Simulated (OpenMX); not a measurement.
P:

```xyz
4
Lattice="1.6477 -5.4650 0.0000 1.6477 5.4650 0.0000 0.0000 0.0000 4.5436" Properties=species:S:1:pos:R:3 pbc="T T T"
P     1.6477   -4.4173    2.6754
P     1.6477    4.4173    1.8683
P     1.6477   -1.0477    0.4035
P     1.6477    1.0477    4.1401
```

Base run:

| Quantity | Value |
| --- | --- |
| Program | OpenMX 3.8.5 |
| Functional | PBE |
| Potentials or basis | OpenMX 2013 PBE set, P7.0-s2p2d1, grid cutoff 300 Ry |
| k mesh | 7 × 7 × 5 |
| Occupations | fermi-dirac, width 0.05 eV |
| Spin | no spin polarisation |

Its results: band gap on the k mesh 0.31 eV, direct; pressure 5.3 GPa; largest force 1.102 eV/Å.

Problem. The run is repeated on the same cell with these changes: potentials or basis from OpenMX 2013 PBE set, P7.0-s2p2d1, grid cutoff 300 Ry to OpenMX 2013 PBE set, P7.0-s2p2d1f1, grid cutoff 300 Ry. What comes out?

Solution. Band gap on the k mesh 0.27 eV, direct; pressure 3.4 GPa; largest force 0.770 eV/Å.

Caveats: the mesh misses the band edges, which the band path finds closer together; the basis of atomic orbitals isn't converged, which shifts pressures, moduli and gaps; forces of over 1 eV/Å show positions far from the minimum, so gaps and moduli don't describe the material at rest (some runs).
